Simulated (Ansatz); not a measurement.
System: Se (fcc type), 1 atom in the cell.

These are results of PBE with spin–orbit coupling, all-electron LAPW, point nucleus in Ansatz 0.2.0 development build, not measurements.

k-mesh 4×4×4 Γ-centred; Fermi–Dirac smearing of 0.15 eV.

```
CELL_PARAMETERS angstrom
0.00000 2.16870 2.16870
2.16870 0.00000 2.16870
2.16870 2.16870 0.00000
ATOMIC_POSITIONS crystal
Se 0.00000 0.00000 0.00000
```

Task: Would the cell expand or shrink if it were free to relax?

Result: The pressure is -0.46 GPa, so at these settings the cell is stretched and would shrink.

The k-mesh is coarse, so these values belong to this mesh and can lie far from the converged ones. This cubic structure is a model: it isn't the usual form of the substance at ambient conditions, and such phases are metastable or hypothetical.
